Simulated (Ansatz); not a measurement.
Crystal: SnSe2.

```xyz
3
Lattice="3.8110 0.0000 0.0000 -1.9055 3.3004 0.0000 0.0000 0.0000 6.1360" Properties=species:S:1:pos:R:3 pbc="T T T"
Sn    0.0000    0.0000    0.0000
Se    1.9055    1.1001    4.6081
Se    0.0000    2.2003    1.5279
```

Base run:

| Property | Result |
| --- | --- |
| Program | Ansatz 0.2.0 |
| Functional | r2SCAN |
| Potentials or basis | Ansatz PAW |
| Cutoff | 500 eV (not typed: the program's choice for these potentials) |
| k mesh | 8 × 8 × 5 |
| Occupations | fermi-dirac, width 0.05 eV |
| Spin | spin-orbit coupling, no magnetisation |

Its results: band gap on the k mesh 1.05 eV, indirect (least direct gap 1.50 eV); pressure 3.6 GPa; largest force 0.518 eV/Å.

Task: The run is repeated on the same cell with these changes: spin from spin-orbit coupling, no magnetisation to no spin polarisation; potential files from those of the base run to others of the same set. What comes out?

Result: Band gap on the k mesh 1.10 eV, indirect (least direct gap 1.54 eV); pressure 3.6 GPa; largest force 0.517 eV/Å.

Spin-orbit coupling splits the band edges, which narrows the gap.

Caveats: the PAW data sets come from PBE, with cores solved anew for the run's functional, which leaves a small shift of forces and pressure; the k mesh misses the band edges, so the gap on the mesh is wider than the one along the path (some runs); spin-orbit coupling is left out, which moves the levels of the heavy elements (some runs).
